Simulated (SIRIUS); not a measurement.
Set up this calculation in SIRIUS 7.12.0, as the native input.

* Task: band structure
* Functional: PBE
* Potentials or basis: all-electron FP-LAPW (no relativity for the valence, core without relativity)
* Cutoff: 163 eV
* Basis: apw+lo standard
* k mesh: 12 × 12 × 12
* Occupations: fermi-dirac, width 0.05 eV
* Spin: no spin polarisation
* Muffin tin radii: Mo 2.54, Si 2.29 bohr
* Basis cutoff (gk_cutoff): 3.46 1/bohr
* Cutoff of density and potential (pw_cutoff): 20 1/bohr
* lmax of the basis: 10
* lmax of density and potential: 8
* Valence relativity: none
* Core states: Mo 1s2s2p3s3p3d, Si 1s
* Local orbitals (radial functions): Mo 13, Si 12
* Reference energy of the basis: 0.42 Ha
* Smallest sphere radius times basis cutoff: 7.92
* Core relativity: none
* Start of the SCF: LDA density

Crystal: Si2Mo.

```
Mo Si
1.0
    -1.60000    1.60000    3.93050
     1.60000   -1.60000    3.93050
     1.60000    1.60000   -3.93050
Mo Si
1 2
Direct
  0.00000 0.00000 0.00000
  0.66700 0.66700 0.00000
  0.33300 0.33300 0.00000
```

One way to write it, as run:

sirius.json

```json
{
  "control": {
    "processing_unit": "cpu",
    "std_evp_solver_name": "lapack",
    "gen_evp_solver_name": "lapack",
    "verbosity": 2,
    "print_forces": true,
    "ortho_rf": true,
    "use_second_variation": true,
    "rmt_max": 3.0,
    "num_bands_to_print": 24,
    "save_wf": true
  },
  "parameters": {
    "electronic_structure_method": "full_potential_lapwlo",
    "xc_functionals": ["XC_GGA_X_PBE", "XC_GGA_C_PBE"],
    "core_relativity": "none",
    "valence_relativity": "none",
    "num_fv_states": 29,
    "smearing": "fermi_dirac",
    "smearing_width": 0.0018374661,
    "pw_cutoff": 20,
    "gk_cutoff": 3.46,
    "lmax_apw": 10,
    "lmax_rho": 8,
    "lmax_pot": 8,
    "num_mag_dims": 0,
    "auto_rmt": 0,
    "ngridk": [12, 12, 12],
    "shiftk": [0, 0, 0],
    "num_dft_iter": 80,
    "energy_tol": 1e-07,
    "density_tol": 1e-05,
    "use_symmetry": true
  },
  "settings": {"tol_ne": 1e-10},
  "iterative_solver": {"type": "exact"},
  "mixer": {"type": "anderson", "beta": 0.5, "max_history": 8},
  "unit_cell": {
    "lattice_vectors": [
      [-3.0235617994, 3.0235617994, 7.4275685328],
      [3.0235617994, -3.0235617994, 7.4275685328],
      [3.0235617994, 3.0235617994, -7.4275685328]
    ],
    "atom_types": ["Mo", "Si"],
    "atom_files": {"Mo": "Mo.json", "Si": "Si.json"},
    "atoms": {"Mo": [[0.0, 0.0, 0.0]], "Si": [[0.667, 0.667, 0.0], [0.333, 0.333, 0.0]]}
  }
}
```

Mo.json

```json
{
  "name": "molybdenum",
  "symbol": "Mo",
  "number": 42,
  "mass": 95.96,
  "rmin": 1e-06,
  "rmt": 2.54,
  "nrmt": 800,
  "rinf": 17.03,
  "core": "1s2s2p3s3p3d",
  "valence": [
    {"basis": [{"enu": 0.22, "dme": 0, "n": 0, "auto": 0}, {"enu": 0.22, "dme": 1, "n": 0, "auto": 0}]},
    {"l": 0, "n": 1, "basis": [{"enu": 0.32, "dme": 0, "n": 0, "auto": 0}]},
    {"l": 1, "n": 2, "basis": [{"enu": 0.32, "dme": 0, "n": 0, "auto": 0}]},
    {"l": 2, "n": 3, "basis": [{"enu": 0.32, "dme": 0, "n": 0, "auto": 0}]},
    {"l": 3, "n": 4, "basis": [{"enu": 0.32, "dme": 0, "n": 0, "auto": 0}]}
  ],
  "lo": [
    {"l": 0, "basis": [{"enu": 0.32, "dme": 0, "n": 0, "auto": 0}, {"enu": 0.32, "dme": 1, "n": 0, "auto": 0}]},
    {
      "l": 0,
      "basis": [{"enu": -1.8959, "dme": 0, "n": 4, "auto": 1}, {"enu": -1.8959, "dme": 1, "n": 4, "auto": 1}]
    },
    {
      "l": 0,
      "basis": [{"enu": -1.8959, "dme": 1, "n": 4, "auto": 1}, {"enu": 0.32, "dme": 0, "n": 0, "auto": 0}]
    },
    {"l": 0, "basis": [{"enu": 0.32, "dme": 0, "n": 0, "auto": 0}, {"enu": 2.8, "dme": 0, "n": 0, "auto": 0}]},
    {"l": 1, "basis": [{"enu": 0.32, "dme": 0, "n": 0, "auto": 0}, {"enu": 0.32, "dme": 1, "n": 0, "auto": 0}]},
    {
      "l": 1,
      "basis": [{"enu": -0.9513, "dme": 0, "n": 4, "auto": 1}, {"enu": -0.9513, "dme": 1, "n": 4, "auto": 1}]
    },
    {
      "l": 1,
      "basis": [{"enu": -0.9513, "dme": 1, "n": 4, "auto": 1}, {"enu": 0.32, "dme": 0, "n": 0, "auto": 0}]
    },
    {"l": 1, "basis": [{"enu": 0.32, "dme": 0, "n": 0, "auto": 0}, {"enu": 3.172, "dme": 0, "n": 0, "auto": 0}]},
    {"l": 2, "basis": [{"enu": 0.32, "dme": 0, "n": 0, "auto": 0}, {"enu": 0.32, "dme": 1, "n": 0, "auto": 0}]},
    {"l": 2, "basis": [{"enu": 0.32, "dme": 1, "n": 0, "auto": 0}, {"enu": 0.32, "dme": 2, "n": 0, "auto": 0}]},
    {"l": 2, "basis": [{"enu": 0.32, "dme": 0, "n": 0, "auto": 0}, {"enu": 2.738, "dme": 0, "n": 0, "auto": 0}]},
    {"l": 3, "basis": [{"enu": 0.32, "dme": 0, "n": 0, "auto": 0}, {"enu": 0.32, "dme": 1, "n": 0, "auto": 0}]},
    {"l": 3, "basis": [{"enu": 0.32, "dme": 0, "n": 0, "auto": 0}, {"enu": 3.017, "dme": 0, "n": 0, "auto": 0}]}
  ],
  "free_atom": [... radial grid and density of the free atom, the start of the SCF ...]
}
```

Si.json

```json
{
  "name": "silicon",
  "symbol": "Si",
  "number": 14,
  "mass": 28.0855,
  "rmin": 1e-06,
  "rmt": 2.29,
  "nrmt": 800,
  "rinf": 17.42,
  "core": "1s",
  "valence": [
    {"basis": [{"enu": 0.22, "dme": 0, "n": 0, "auto": 0}, {"enu": 0.22, "dme": 1, "n": 0, "auto": 0}]},
    {"l": 0, "n": 1, "basis": [{"enu": 0.2467, "dme": 0, "n": 0, "auto": 0}]},
    {"l": 1, "n": 2, "basis": [{"enu": 0.32, "dme": 0, "n": 0, "auto": 0}]},
    {"l": 2, "n": 3, "basis": [{"enu": 0.32, "dme": 0, "n": 0, "auto": 0}]},
    {"l": 3, "n": 4, "basis": [{"enu": 0.32, "dme": 0, "n": 0, "auto": 0}]}
  ],
  "lo": [
    {
      "l": 0,
      "basis": [{"enu": 0.2467, "dme": 0, "n": 0, "auto": 0}, {"enu": 0.2467, "dme": 1, "n": 0, "auto": 0}]
    },
    {
      "l": 0,
      "basis": [{"enu": -4.6207, "dme": 0, "n": 2, "auto": 1}, {"enu": -4.6207, "dme": 1, "n": 2, "auto": 1}]
    },
    {
      "l": 0,
      "basis": [{"enu": -4.6207, "dme": 1, "n": 2, "auto": 1}, {"enu": 0.2467, "dme": 0, "n": 0, "auto": 0}]
    },
    {
      "l": 0,
      "basis": [{"enu": 0.2467, "dme": 0, "n": 0, "auto": 0}, {"enu": 3.2978, "dme": 0, "n": 0, "auto": 0}]
    },
    {"l": 1, "basis": [{"enu": 0.32, "dme": 0, "n": 0, "auto": 0}, {"enu": 0.32, "dme": 1, "n": 0, "auto": 0}]},
    {
      "l": 1,
      "basis": [{"enu": -3.0398, "dme": 0, "n": 2, "auto": 1}, {"enu": -3.0398, "dme": 1, "n": 2, "auto": 1}]
    },
    {
      "l": 1,
      "basis": [{"enu": -3.0398, "dme": 1, "n": 2, "auto": 1}, {"enu": 0.32, "dme": 0, "n": 0, "auto": 0}]
    },
    {"l": 1, "basis": [{"enu": 0.32, "dme": 0, "n": 0, "auto": 0}, {"enu": 3.8287, "dme": 0, "n": 0, "auto": 0}]},
    {"l": 2, "basis": [{"enu": 0.32, "dme": 0, "n": 0, "auto": 0}, {"enu": 0.32, "dme": 1, "n": 0, "auto": 0}]},
    {"l": 2, "basis": [{"enu": 0.32, "dme": 1, "n": 0, "auto": 0}, {"enu": 0.32, "dme": 2, "n": 0, "auto": 0}]},
    {"l": 2, "basis": [{"enu": 0.32, "dme": 0, "n": 0, "auto": 0}, {"enu": 3.2948, "dme": 0, "n": 0, "auto": 0}]},
    {"l": 3, "basis": [{"enu": 0.32, "dme": 0, "n": 0, "auto": 0}, {"enu": 0.32, "dme": 1, "n": 0, "auto": 0}]}
  ],
  "free_atom": [... radial grid and density of the free atom, the start of the SCF ...]
}
```

sirius_start.json

```json
{
  "control": {
    "processing_unit": "cpu",
    "std_evp_solver_name": "lapack",
    "gen_evp_solver_name": "lapack",
    "verbosity": 1,
    "print_forces": false,
    "ortho_rf": true,
    "use_second_variation": true,
    "rmt_max": 3.0,
    "num_bands_to_print": 24,
    "save_wf": false
  },
  "parameters": {
    "electronic_structure_method": "full_potential_lapwlo",
    "xc_functionals": ["XC_LDA_X", "XC_LDA_C_PW"],
    "core_relativity": "none",
    "valence_relativity": "none",
    "num_fv_states": 29,
    "smearing": "fermi_dirac",
    "smearing_width": 0.0055123983,
    "pw_cutoff": 20,
    "gk_cutoff": 2.77,
    "lmax_apw": 10,
    "lmax_rho": 8,
    "lmax_pot": 8,
    "num_mag_dims": 0,
    "auto_rmt": 0,
    "ngridk": [5, 5, 5],
    "shiftk": [0, 0, 0],
    "num_dft_iter": 30,
    "energy_tol": 0.01,
    "density_tol": 0.05,
    "use_symmetry": true
  },
  "settings": {"tol_ne": 1e-10},
  "iterative_solver": {"type": "exact"},
  "mixer": {"type": "anderson", "beta": 0.5, "max_history": 8},
  "unit_cell": {
    "lattice_vectors": [
      [-3.0235617994, 3.0235617994, 7.4275685328],
      [3.0235617994, -3.0235617994, 7.4275685328],
      [3.0235617994, 3.0235617994, -7.4275685328]
    ],
    "atom_types": ["Mo", "Si"],
    "atom_files": {"Mo": "Mo.json", "Si": "Si.json"},
    "atoms": {"Mo": [[0.0, 0.0, 0.0]], "Si": [[0.667, 0.667, 0.0], [0.333, 0.333, 0.0]]}
  }
}
```

sirius_bands.json

```json
{
  "control": {
    "processing_unit": "cpu",
    "std_evp_solver_name": "lapack",
    "gen_evp_solver_name": "lapack",
    "verbosity": 2,
    "print_forces": true,
    "ortho_rf": true,
    "use_second_variation": true,
    "rmt_max": 3.0,
    "num_bands_to_print": 24,
    "save_wf": true
  },
  "parameters": {
    "electronic_structure_method": "full_potential_lapwlo",
    "xc_functionals": ["XC_GGA_X_PBE", "XC_GGA_C_PBE"],
    "core_relativity": "none",
    "valence_relativity": "none",
    "num_fv_states": 29,
    "smearing": "fermi_dirac",
    "smearing_width": 0.0018374661,
    "pw_cutoff": 20,
    "gk_cutoff": 3.46,
    "lmax_apw": 10,
    "lmax_rho": 8,
    "lmax_pot": 8,
    "num_mag_dims": 0,
    "auto_rmt": 0,
    "ngridk": [12, 12, 12],
    "shiftk": [0, 0, 0],
    "num_dft_iter": 80,
    "energy_tol": 1e-07,
    "density_tol": 1e-05,
    "use_symmetry": true
  },
  "settings": {"tol_ne": 1e-10},
  "iterative_solver": {"type": "exact"},
  "mixer": {"type": "anderson", "beta": 0.5, "max_history": 8},
  "unit_cell": {
    "lattice_vectors": [
      [-3.0235617994, 3.0235617994, 7.4275685328],
      [3.0235617994, -3.0235617994, 7.4275685328],
      [3.0235617994, 3.0235617994, -7.4275685328]
    ],
    "atom_types": ["Mo", "Si"],
    "atom_files": {"Mo": "Mo.json", "Si": "Si.json"},
    "atoms": {"Mo": [[0.0, 0.0, 0.0]], "Si": [[0.667, 0.667, 0.0], [0.333, 0.333, 0.0]]}
  },
  "kpoints_rel": {
    "G": [0.0, 0.0, 0.0],
    "N": [0.0, 0.5, 0.0],
    "P": [0.25, 0.25, 0.25],
    "S": [-0.2914270847, 0.2914270847, 0.2914270847],
    "S1": [0.2914270847, 0.7085729153, -0.2914270847],
    "X": [0.0, 0.0, 0.5],
    "Y": [-0.0828541695, 0.0828541695, 0.5],
    "Y1": [0.5, 0.5, -0.0828541695],
    "Z": [0.5, 0.5, -0.5]
  },
  "kpoints_path": ["G", "X", "Y", "S", "G", "Z", "S1", "N", "P", "Y1", "Z"]
}
```

Potentials or basis: all-electron FP-LAPW (no relativity for the valence, core without relativity), apw+lo standard.

The run is started by

```sh
$ OMP_NUM_THREADS=1 sirius.scf --input=sirius_start.json --output=start.json
$ OMP_NUM_THREADS=1 sirius.scf --input=sirius.json --output=output.json --task=1
$ OMP_NUM_THREADS=1 sirius.scf --input=sirius_bands.json --output=bands_out.json --task=2
```

It gave:

- Largest force: 0.270 eV/Å
- Band gap along the path: none (metal or under the smearing width)
- All electrons inside the program's atomic spheres: Mo 40.67; Si 12.60 (radii Mo 2.54, Si 2.29 bohr)

Caveat: relativity is left out for the valence states, which matters for the heavier elements; relativity is left out for the core states.

Wall time 86 s on 1 thread of AMD EPYC 9R45 96-Core Processor (Zen 5) (shared host), peak memory 0.88 GiB.
